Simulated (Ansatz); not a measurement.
# A bimetallic surface: W on Al(110), one layer, both faces, part 3 of 5

Wanted: the photoemission signature of W on Al(110), one layer, both faces. Spin–orbit coupling is left out of the bands throughout.

Ansatz 0.2.0; DFT, PBE, plane-wave PAW, default files, scalar-relativistic.

So far, work function, upper face (eV): step 2 (the clean face) 3.90; step 3 (relaxing the atoms) 4.57.

## (4) Bands by layer (continued)

A(k,E), middle over k along the path and E. Zero: Fermi level.

Values in eV⁻¹, 12 rows by 16 columns, each cell a mean:
```
0.10 0.19 0.40 0.18 0.26 0.71 0.61 0.51 0.73 0.28 0.13 0.24 0.16 0.56 0.45 0.15
0.30 0.15 0.08 0.53 0.61 0.88 0.60 0.14 0.12 0.83 0.22 0.12 0.32 0.54 0.17 0.29
0.09 0.10 0.19 0.49 0.53 0.53 0.51 0.26 0.27 0.58 0.60 0.18 0.75 0.17 0.12 0.09
0.11 0.15 0.30 0.34 0.30 0.30 0.50 0.49 0.44 0.57 0.88 1.29 0.65 0.30 0.16 0.11
0.11 0.20 0.25 0.33 0.37 0.47 0.31 0.20 0.18 0.48 0.65 0.50 0.63 0.30 0.19 0.10
0.42 0.37 0.30 0.45 0.49 0.32 0.41 0.34 0.50 0.40 0.71 0.57 0.58 0.23 0.23 0.41
0.13 0.18 0.18 0.23 0.11 0.18 0.31 0.22 0.11 0.24 0.55 0.97 0.35 0.41 0.30 0.10
0.29 0.20 0.47 0.23 0.23 0.13 0.21 0.37 0.26 0.36 0.57 0.94 0.34 0.08 0.29 0.41
0.20 0.28 0.29 0.11 0.07 0.09 0.16 0.40 0.30 0.44 0.80 0.50 0.52 0.28 0.08 0.11
0.19 0.50 0.18 0.05 0.08 0.19 0.07 0.41 1.06 0.85 0.17 0.07 0.70 0.36 0.35 0.14
0.39 0.32 0.19 0.23 0.20 0.06 0.16 0.34 0.19 0.09 0.04 0.03 0.19 0.80 0.29 0.42
0.47 0.18 0.03 0.04 0.03 0.12 0.18 0.25 0.04 0.03 0.02 0.02 0.04 0.45 0.94 0.42
```
Columns: k along the path (Å⁻¹) from 0 to 3.75 (not evenly spaced); rows upwards: E (eV) from -7.7 to 2.03.

Peaks of A(k,E) at the labelled points: for each region the eleven nearest the zero at most, each over 6 % of that point's highest, less those above the energy where the solved bands run out; weight and spread sum the levels within three half widths or 0.3 eV, so near peaks share levels. Peaks of the spectral function, the first 40 of 78 rows:

| point | weight on | E (eV) | A (1/eV) | weight near the peak | rms spread of levels (eV) |
| --- | --- | --- | --- | --- | --- |
| X | total | -6.38 | 3.28 | 2 | 0 |
| X | total | -4.24 | 3.291 | 2 | 0 |
| X | total | -2.42 | 3.349 | 2 | 0 |
| X | total | -1.02 | 3.442 | 2 | 0 |
| X | total | 0.06 | 3.668 | 2 | 0 |
| X | total | 0.74 | 3.753 | 2 | 0 |
| X | total | 1.62 | 3.859 | 4 | 0.293 |
| X | top | -6.38 | 1.25 | 0.768 | 0 |
| X | top | -4.24 | 1.269 | 0.771 | 0 |
| X | top | -2.42 | 1.294 | 0.767 | 0 |
| X | top | -1.02 | 1.623 | 0.948 | 0 |
| X | top | 0.06 | 1.788 | 0.991 | 0 |
| X | top | 0.74 | 1.586 | 0.824 | 0 |
| X | top | 1.62 | 1.892 | 1.983 | 0.293 |
| X | middle | -6.38 | 0.776 | 0.462 | 0 |
| X | middle | -4.24 | 0.752 | 0.458 | 0 |
| X | middle | -2.42 | 0.76 | 0.465 | 0 |
| X | middle | -1.04 | 0.195 | 0.103 | 0 |
| X | middle | 0.74 | 0.578 | 0.351 | 0 |
| Γ | total | -6.58 | 1.633 | 1 | 0 |
| Γ | total | -4.4 | 1.713 | 1 | 0 |
| Γ | total | -2.76 | 4.172 | 3 | 0.102 |
| Γ | total | -1.88 | 3.565 | 2 | 0.003 |
| Γ | total | -0.74 | 1.978 | 1 | 0 |
| Γ | total | 0 | 2.306 | 3 | 0.259 |
| Γ | total | 0.44 | 2.882 | 3 | 0.259 |
| Γ | top | -6.58 | 0.605 | 0.37 | 0 |
| Γ | top | -4.4 | 0.636 | 0.368 | 0 |
| Γ | top | -2.78 | 1.828 | 1.255 | 0.091 |
| Γ | top | -1.88 | 1.452 | 0.819 | 0.003 |
| Γ | top | -0.74 | 0.707 | 0.347 | 0 |
| Γ | top | -0.02 | 0.963 | 0.727 | 0.195 |
| Γ | top | 0.42 | 0.834 | 0.985 | 0.27 |
| Γ | middle | -6.58 | 0.423 | 0.26 | 0 |
| Γ | middle | -4.4 | 0.441 | 0.264 | 0 |
| Γ | middle | -2.6 | 0.78 | 0.49 | 0.078 |
| Γ | middle | -1.88 | 0.659 | 0.361 | 0.003 |
| Γ | middle | -0.74 | 0.561 | 0.305 | 0 |
| Γ | middle | 0.48 | 1.219 | 1.025 | 0.162 |
| Y | total | -5.82 | 3.282 | 2 | 0 |

The DOS has structure finer than the step of the table below, so its rows give means over 0.5 eV, whole bins alone (the curve runs from -12.0 to 1.77 eV). Peaks (eV: height): total -2.23: 19.3, 0.07: 26.0; W 5d -0.93: 16.3, 0.07: 18.0; Al 3p -4.03: 5.23, -2.62: 6.09, -1.02: 5.78, 0.17: 4.41; Al 3s -6.22: 2.20, -5.33: 2.52, -4.72: 2.12, -2.23: 2.02; W 6s -3.52: 0.908, -0.53: 1.46, -0.12: 1.89, 0.47: 1.62.

* holds the states left over by the projection beside any projected weight of its own. Table of DOS by E, zero at the Fermi level; means over each step; values in states/eV/cell:

| E (eV) | total | W 5d | Al 3p | Al 3s | W 6s | W 6p* |
| --- | --- | --- | --- | --- | --- | --- |
| -11.0 | 0 | 0 | 0 | 0 | 0 | 0 |
| -10.5 | 0.0527 | 7.2e-5 | 0.00879 | 0.0359 | 0.00771 | 2.4e-4 |
| -10.0 | 1.49 | 0.00527 | 0.372 | 0.916 | 0.188 | 0.00739 |
| -9.5 | 1.97 | 0.0180 | 0.780 | 0.980 | 0.176 | 0.0114 |
| -9.0 | 2.07 | 0.0333 | 1.01 | 0.866 | 0.138 | 0.0137 |
| -8.5 | 3.35 | 0.0648 | 1.60 | 1.26 | 0.402 | 0.0293 |
| -8.0 | 3.88 | 0.105 | 1.90 | 1.37 | 0.455 | 0.0397 |
| -7.5 | 4.23 | 0.174 | 2.18 | 1.44 | 0.390 | 0.0477 |
| -7.0 | 4.17 | 0.247 | 2.19 | 1.37 | 0.308 | 0.0506 |
| -6.5 | 5.25 | 0.426 | 2.62 | 1.60 | 0.534 | 0.0648 |
| -6.0 | 6.27 | 0.631 | 3.04 | 1.87 | 0.640 | 0.0832 |
| -5.5 | 6.79 | 0.911 | 3.09 | 2.17 | 0.522 | 0.0986 |
| -5.0 | 6.71 | 1.26 | 2.93 | 1.98 | 0.459 | 0.0959 |
| -4.5 | 8.11 | 1.90 | 3.57 | 1.93 | 0.604 | 0.111 |
| -4.0 | 10.2 | 3.08 | 4.51 | 1.70 | 0.805 | 0.125 |
| -3.5 | 9.78 | 3.42 | 4.11 | 1.28 | 0.847 | 0.128 |
| -3.0 | 11.5 | 4.82 | 4.59 | 1.22 | 0.675 | 0.167 |
| -2.5 | 16.4 | 8.09 | 5.83 | 1.67 | 0.571 | 0.243 |
| -2.0 | 17.6 | 10.2 | 5.08 | 1.54 | 0.500 | 0.288 |
| -1.5 | 15.5 | 9.57 | 4.14 | 0.841 | 0.646 | 0.281 |
| -1.0 | 22.8 | 15.1 | 5.51 | 0.857 | 0.905 | 0.410 |
| -0.5 | 22.3 | 14.6 | 4.62 | 1.12 | 1.34 | 0.575 |
| 0.0 | 24.1 | 16.5 | 4.02 | 1.14 | 1.57 | 0.868 |
| 0.5 | 16.8 | 10.3 | 3.35 | 0.970 | 1.34 | 0.801 |
| 1.0 | 12.9 | 6.75 | 3.77 | 0.890 | 0.676 | 0.773 |
| 1.5 | 16.7 | 10.1 | 3.86 | 1.19 | 0.690 | 0.872 |

Sums over each group's atoms; a table of it gives point samples, which can step over narrow peaks. The DOS of the group by E, zero at the Fermi level; 7 of 12 lines; values in states/eV:

| E (eV) | layer 1: W 5d | other layers: W 5d | layer 3: Al 3p | middle: Al 3p | layer 2: Al 3p | other layers: Al 3p | layer 2: Al 3s |
| --- | --- | --- | --- | --- | --- | --- | --- |
| -11.0 | 0 | 0 | 0 | 0 | 0 | 0 | 0 |
| -10.5 | 1.2e-5 | 1.2e-5 | 4.1e-4 | 4.1e-4 | 0.00118 | 0.00118 | 0.00238 |
| -10.0 | 0.00258 | 0.00258 | 0.0833 | 0.0833 | 0.113 | 0.113 | 0.180 |
| -9.5 | 0.00930 | 0.00930 | 0.231 | 0.231 | 0.173 | 0.173 | 0.171 |
| -9.0 | 0.0189 | 0.0189 | 0.355 | 0.355 | 0.219 | 0.219 | 0.163 |
| -8.5 | 0.0340 | 0.0340 | 0.608 | 0.608 | 0.234 | 0.234 | 0.348 |
| -8.0 | 0.0572 | 0.0572 | 0.711 | 0.711 | 0.310 | 0.310 | 0.432 |
| -7.5 | 0.0890 | 0.0890 | 0.740 | 0.740 | 0.383 | 0.383 | 0.443 |
| -7.0 | 0.124 | 0.124 | 0.669 | 0.669 | 0.408 | 0.408 | 0.417 |
| -6.5 | 0.204 | 0.204 | 0.670 | 0.670 | 0.565 | 0.565 | 0.456 |
| -6.0 | 0.289 | 0.289 | 0.710 | 0.710 | 0.688 | 0.688 | 0.523 |
| -5.5 | 0.438 | 0.438 | 0.737 | 0.737 | 0.725 | 0.725 | 0.657 |
| -5.0 | 0.582 | 0.582 | 0.629 | 0.629 | 0.660 | 0.660 | 0.594 |
| -4.5 | 0.930 | 0.930 | 0.763 | 0.763 | 1.00 | 1.00 | 0.530 |
| -4.0 | 1.62 | 1.62 | 1.08 | 1.08 | 1.38 | 1.38 | 0.453 |
| -3.5 | 1.70 | 1.70 | 0.825 | 0.825 | 1.25 | 1.25 | 0.266 |
| -3.0 | 2.44 | 2.44 | 0.817 | 0.817 | 1.54 | 1.54 | 0.294 |
| -2.5 | 4.02 | 4.02 | 1.09 | 1.09 | 1.89 | 1.89 | 0.368 |
| -2.0 | 5.25 | 5.25 | 1.09 | 1.09 | 1.48 | 1.48 | 0.141 |
| -1.5 | 4.67 | 4.67 | 1.15 | 1.15 | 0.890 | 0.890 | 0.0677 |
| -1.0 | 7.90 | 7.90 | 1.86 | 1.86 | 0.985 | 0.985 | 0.102 |
| -0.5 | 7.16 | 7.16 | 1.33 | 1.33 | 0.986 | 0.986 | 0.355 |
| 0.0 | 8.64 | 8.64 | 0.972 | 0.972 | 1.07 | 1.07 | 0.385 |
| 0.5 | 5.11 | 5.11 | 0.796 | 0.796 | 0.860 | 0.860 | 0.243 |
| 1.0 | 3.29 | 3.29 | 0.957 | 0.957 | 1.01 | 1.01 | 0.329 |
| 1.5 | 5.15 | 5.15 | 0.645 | 0.645 | 1.25 | 1.25 | 0.258 |

This run's widths, added to any smearing of the DOS itself: Gaussian 0.2 eV, Lorentzian 0.1 eV plus 0.05 an eV of depth. The intensity by binding energy, zero at the Fermi level; values in % of the maximum within 13 eV:

| binding energy (eV) | 21.2 eV | 150 eV | 1253.6 eV | 1486.7 eV | 5950 eV |
| --- | --- | --- | --- | --- | --- |
| -1.0 | 1.61 | 1.94 | 1.66 | 1.65 | 1.67 |
| -0.5 | 3.65 | 3.97 | 3.71 | 3.71 | 3.75 |
| 0.0 | 56.3 | 52.6 | 56.8 | 56.8 | 57.9 |
| 0.5 | 93.8 | 94.6 | 94.7 | 94.7 | 95.7 |
| 1.0 | 97.0 | 97.8 | 97.0 | 97.0 | 96.8 |
| 1.5 | 64.6 | 72.3 | 65.3 | 65.2 | 65.1 |
| 2.0 | 65.7 | 82.6 | 67.3 | 67.0 | 66.4 |
| 2.5 | 51.8 | 78.3 | 54.2 | 53.9 | 53.5 |
| 3.0 | 33.2 | 59.6 | 35.8 | 35.5 | 35.8 |
| 3.5 | 24.1 | 52.4 | 27.2 | 26.8 | 27.7 |
| 4.0 | 20.6 | 54.1 | 24.3 | 23.9 | 24.6 |
| 4.5 | 14.1 | 47.7 | 18.0 | 17.6 | 18.1 |
| 5.0 | 9.88 | 42.5 | 13.9 | 13.4 | 13.8 |
| 5.5 | 7.40 | 41.8 | 11.7 | 11.2 | 11.6 |
| 6.0 | 5.47 | 38.0 | 9.48 | 9.05 | 9.71 |
| 6.5 | 3.97 | 32.9 | 7.51 | 7.13 | 7.69 |
| 7.0 | 2.78 | 28.3 | 5.84 | 5.50 | 5.82 |
| 7.5 | 2.15 | 26.8 | 5.18 | 4.85 | 5.25 |
| 8.0 | 1.64 | 24.6 | 4.58 | 4.27 | 4.77 |
| 8.5 | 1.24 | 20.8 | 3.80 | 3.53 | 3.95 |
| 9.0 | 0.893 | 15.7 | 2.82 | 2.61 | 2.78 |
| 9.5 | 0.720 | 13.5 | 2.52 | 2.33 | 2.48 |
| 10.0 | 0.528 | 9.77 | 1.94 | 1.80 | 1.95 |
| 10.5 | 0.282 | 3.79 | 0.808 | 0.755 | 0.817 |
| 11.0 | 0.188 | 1.77 | 0.414 | 0.391 | 0.417 |
| 11.5 | - | 1.13 | 0.284 | 0.270 | 0.286 |
| 12.0 | - | 0.819 | 0.219 | 0.209 | 0.220 |

Maxima picked by a test of local sharpness, so broad peaks and shoulders can be missing; peaks within 0.45 eV of a curve's cut are left out. Valence peaks, by row:

| photon energy (eV) | binding energy (eV) | height (% of the maximum within 13 eV) | main shell | its share (%) |
| --- | --- | --- | --- | --- |
| 21.2 | 2.05 | 65.84 | W 5d | 98.42 |
| 21.2 | 0.85 | 100 | W 5d | 99.1 |
| 21.2 | 0.25 | 95.21 | W 5d | 98.92 |
| 150 | 5.25 | 43.52 | Al 3s | 47.15 |
| 150 | 4 | 54.24 | Al 3p | 44.74 |
| 150 | 2.2 | 86.17 | W 5d | 42.99 |
| 150 | 0.85 | 100 | W 5d | 58.14 |
| 1254 | 2.05 | 67.61 | W 5d | 92.45 |
| 1254 | 0.85 | 100 | W 5d | 95.58 |
| 1254 | 0.25 | 95.85 | W 5d | 94.77 |
| 1487 | 2.05 | 67.35 | W 5d | 93.18 |
| 1487 | 0.85 | 100 | W 5d | 95.96 |
| 1487 | 0.25 | 95.9 | W 5d | 95.1 |
| 5950 | 2.05 | 66.71 | W 5d | 92.26 |
| 5950 | 0.85 | 100 | W 5d | 94.12 |
| 5950 | 0.25 | 97.22 | W 5d | 92.01 |

From the Fermi level. Table of planar mean, electrostatic potential by z:

z (Å), planar mean, electrostatic potential (eV) and a bar from the least value:
```
        0        4.6 ##############################
        1        4.6 ##############################
        2        4.6 ##############################
        3        4.6 ##############################
        4        4.6 ##############################
        5        4.4 ##############################
        6        2.4 ##########################
        7      -11.0 ###
        8       -8.9 #######
        9       -3.8 ###############
       10       -4.1 ###############
       11       -4.3 ##############
       12       -3.8 ###############
       13       -6.8 ##########
       14      -12.6 
       15        1.6 #########################
       16        4.3 #############################
       17        4.6 ##############################
       18        4.6 ##############################
       19        4.6 ##############################
       20        4.6 ##############################
```

Shapes are the site's partial DOS without matrix elements, which overweights lines from ligand s bands. Intensity against emission energy less the core level's binding energy, zero at the Fermi level; read off at these points; values in % of the unpolarised maximum:

| emission energy less the core level's binding energy (eV) | W L-beta5 | Al K-beta | Al K-beta, E along x | Al K-beta, E along y | Al K-beta, E along z | Al L2,3 |
| --- | --- | --- | --- | --- | --- | --- |
| -12.00 | 7.55 | 1.83 | 1.86 | 1.97 | 1.65 | 1.77 |
| -11.50 | 8.37 | 2.38 | 2.42 | 2.58 | 2.14 | 2.62 |
| -11.00 | 9.32 | 3.38 | 3.42 | 3.65 | 3.07 | 4.68 |
| -10.50 | 10.4 | 5.56 | 5.57 | 5.97 | 5.16 | 12.7 |
| -10.00 | 11.8 | 10.0 | 10.3 | 11.0 | 8.75 | 33.0 |
| -9.50 | 13.3 | 15.7 | 17.0 | 18.2 | 11.8 | 42.7 |
| -9.00 | 15.2 | 21.6 | 23.5 | 25.1 | 16.1 | 44.9 |
| -8.50 | 17.4 | 28.7 | 29.6 | 31.8 | 24.6 | 55.7 |
| -8.00 | 20.1 | 35.0 | 35.7 | 38.8 | 30.6 | 63.8 |
| -7.50 | 23.2 | 39.7 | 40.9 | 45.8 | 32.3 | 66.5 |
| -7.00 | 27.0 | 44.0 | 45.6 | 51.7 | 34.8 | 68.4 |
| -6.50 | 31.5 | 50.0 | 49.9 | 57.3 | 42.9 | 77.6 |
| -6.00 | 36.7 | 55.5 | 54.0 | 63.2 | 49.2 | 88.9 |
| -5.50 | 42.8 | 58.7 | 57.1 | 69.3 | 49.8 | 98.7 |
| -5.00 | 49.7 | 62.0 | 61.2 | 73.7 | 51.0 | 96.2 |
| -4.50 | 57.5 | 69.9 | 68.1 | 80.5 | 61.2 | 91.7 |
| -4.00 | 66.0 | 78.6 | 76.8 | 83.8 | 75.2 | 81.6 |
| -3.50 | 74.9 | 82.1 | 84.8 | 80.4 | 81.2 | 66.6 |
| -3.00 | 83.6 | 90.0 | 101 | 72.0 | 97.0 | 64.4 |
| -2.50 | 91.3 | 99.4 | 116 | 62.9 | 119 | 78.7 |
| -2.42 | 92.4 | 99.9 | 117 | 62.6 | 120 | 80.8 |
| -2.00 | 97.1 | 95.0 | 103 | 65.0 | 117 | 73.5 |
| -1.50 | 99.9 | 88.4 | 73.3 | 64.6 | 127 | 46.4 |
| -1.42 | 100.0 | 88.7 | 70.0 | 64.5 | 131 | 44.3 |
| -1.00 | 98.7 | 93.3 | 65.3 | 67.3 | 147 | 44.3 |
| -0.50 | 93.4 | 80.3 | 66.3 | 61.0 | 112 | 54.6 |
| 0.00 | 84.5 | 43.2 | 40.2 | 33.0 | 53.4 | 29.2 |
| 0.50 | 73.5 | 13.7 | 12.5 | 10.5 | 17.0 | 1.87 |
| 1.00 | 62.2 | 6.40 | 5.84 | 5.04 | 8.10 | 0.866 |

Window up to 1.8 eV. Shell moments, by row:

| element | shell | occupied states an atom | centre of occupied part (eV) | rms width of occupied part (eV) | centre up to the window's top (eV) | rms width up to the window's top (eV) |
| --- | --- | --- | --- | --- | --- | --- |
| W | 6s | 0.749 | -3.791 | 2.768 | -2.755 | 3.102 |
| W | 6p* | 0.2047 | -2.381 | 2.234 | -0.7893 | 2.332 |
| W | 5d | 5.169 | -1.787 | 1.461 | -0.9744 | 1.744 |
| Al | 3s | 0.8932 | -5.099 | 2.64 | -4.371 | 3.17 |
| Al | 3p | 2.049 | -3.796 | 2.491 | -2.976 | 2.893 |

Shapes are the site's partial DOS without matrix elements, which overweights lines from ligand s bands. Emission peaks, by row:

| line | energy (eV) | height (%) |
| --- | --- | --- |
| W L-beta5 | -1.4 | 100 |
| Al K-beta | -2.4 | 100 |
| Al K-beta | -1 | 93.39 |
| Al K-beta, E along x | -2.4 | 116.9 |
| Al K-beta, E along x | -0.65 | 67.68 |
| Al K-beta, E along y | -4 | 83.89 |
| Al K-beta, E along y | -1.85 | 65.47 |
| Al K-beta, E along y | -0.85 | 67.92 |
| Al K-beta, E along z | -2.4 | 120.4 |
| Al K-beta, E along z | -1.05 | 147.3 |
| Al L2,3 | -5.35 | 100 |
| Al L2,3 | -2.3 | 82.47 |
| Al L2,3 | -0.45 | 55.12 |

Recipe: projected DOS times atomic cross section and asymmetry factor (linear light, 0° from the polarisation), occupied states only, Fermi edge at 77 K, a Lorentzian width of 0.1 eV growing by 0.05 eV per eV of binding energy, and a resolution of 0.2 eV. Each atom is damped by exp[−depth/(λ cos θ)], θ = 0° from the normal, λ from the universal curve. Curves are cut 10 eV under the photon energy, above any shell that the free atom's threshold puts out of reach, or at the lower edge of the window: 11.2 eV at 21.2 eV, 12.1 eV at 150 eV, 12.1 eV at 1253.6 eV, 12.1 eV at 1486.7 eV and 12.1 eV at 5950 eV. A star in tables and legends marks shells that hold the states left over by the projection (1.3 % of the filled ones), a stand-in for orbitals that the files don't project on. Matrix elements of the solid and inelastic losses aren't modelled, nor non-dipole terms, which matter above 3 keV.

Share of each shell in the spectrum's area (%), by photon energy:

| shell | 21.2 eV | 150 eV | 1253.6 eV | 1486.7 eV | 5950 eV |
| --- | --- | --- | --- | --- | --- |
| W 6s | 0.0 | 2.6 | 2.5 | 2.6 | 7.2 |
| W 5d | 97.1 | 32.0 | 85.6 | 86.7 | 84.0 |
| Al 3s | 2.0 | 28.4 | 9.7 | 8.9 | 7.9 |
| Al 3p | 0.5 | 36.9 | 2.0 | 1.5 | 0.3 |

Regions along c: top from 12.1 to 17.9 Å, middle from 9.1 to 12.1 Å.

States with weight above 0.08 nearest the zero at X of the zone, within the window kept, -8.0 to 2.1 eV (levels that the program groups as degenerate share a row):

| E (eV) | weight, total | weight, top | weight, middle |
| --- | --- | --- | --- |
| -7.93 | 2.00 | 0.36 | 1.28 |
| -6.37 | 2.00 | 0.77 | 0.46 |
| -4.24 | 2.00 | 0.77 | 0.46 |
| -2.42 | 2.00 | 0.77 | 0.47 |
| -1.03 | 2.00 | 0.95 | 0.10 |
| 0.07 | 2.00 | 0.99 | 0.02 |
| 0.74 | 2.00 | 0.82 | 0.35 |
| 1.61 | 2.00 | 1.00 | 0.01 |

States with weight above 0.08 nearest the zero at Γ of the zone, within the window kept, -8.0 to 2.1 eV (levels that the program groups as degenerate share a row):

| E (eV) | weight, total | weight, top | weight, middle |
| --- | --- | --- | --- |
| -2.77 | 1.00 | 0.49 | 0.02 |
| -2.59 | 1.00 | 0.29 | 0.42 |
| -1.88 | 1.00 | 0.44 | 0.13 |
| -1.88 | 1.00 | 0.38 | 0.23 |
| -0.74 | 1.00 | 0.35 | 0.30 |
| -0.03 | 1.00 | 0.47 | 0.06 |
| 0.38 | 1.00 | 0.26 | 0.48 |
| 0.60 | 1.00 | 0.26 | 0.48 |
| 2.07 | 1.00 | 0.50 | 0.00 |
| 2.07 | 1.00 | 0.50 | 0.00 |

States with weight above 0.08 nearest the zero at Y of the zone, within the window kept, -8.0 to 2.1 eV (levels that the program groups as degenerate share a row):

| E (eV) | weight, total | weight, top | weight, middle |
| --- | --- | --- | --- |
| -5.83 | 2.00 | 0.39 | 1.22 |
| -4.50 | 2.00 | 0.81 | 0.38 |
| -2.38 | 2.00 | 0.99 | 0.02 |
| -2.37 | 2.00 | 0.73 | 0.54 |
| -0.90 | 2.00 | 0.85 | 0.29 |
| -0.57 | 2.00 | 0.92 | 0.16 |
| -0.09 | 2.00 | 0.92 | 0.16 |
| 1.95 | 2.00 | 0.74 | 0.53 |

States with weight above 0.08 nearest the zero at S of the zone, within the window kept, -8.0 to 2.1 eV (levels that the program groups as degenerate share a row):

| E (eV) | weight, total | weight, top | weight, middle |
| --- | --- | --- | --- |
| -4.52 | 2.00 | 0.85 | 0.30 |
| -4.05 | 2.00 | 0.48 | 1.03 |
| -3.04 | 2.00 | 0.84 | 0.32 |
| -3.04 | 2.00 | 0.51 | 0.99 |
| -1.11 | 2.00 | 0.56 | 0.88 |
| -0.84 | 2.00 | 0.60 | 0.81 |
| 0.97 | 2.00 | 1.00 | 0.00 |
| 1.39 | 2.00 | 0.91 | 0.18 |
| 1.71 | 2.00 | 0.94 | 0.11 |

The largest force component on a free atom is 0.069 eV/Å, so the geometry isn't quite at rest for these settings. The work function differs by 0.04 eV from that of the relaxation's coarser mesh, a measure of the mesh error. At the Fermi level the DOS is 25.13 states/eV a cell, and on the broadened curves W 5d holds 69 % of the total there.

(Continued in part 4 of 5.)

[Logs are printed without paths, hosts, clocks, repeated set-up lines and the standing remarks that a program may print on its own settings, such as how far it seeks lower states.]

[Hosts, paths, dates, database ids (printed as entryN), source tags and the programs' standing remarks are cut or masked in the printed files.]

[Maps of the electrostatic potential energy from Ansatz leave out the sawtooth potential of an applied field or a dipole correction, so their vacuum need not be flat; work functions include it.]
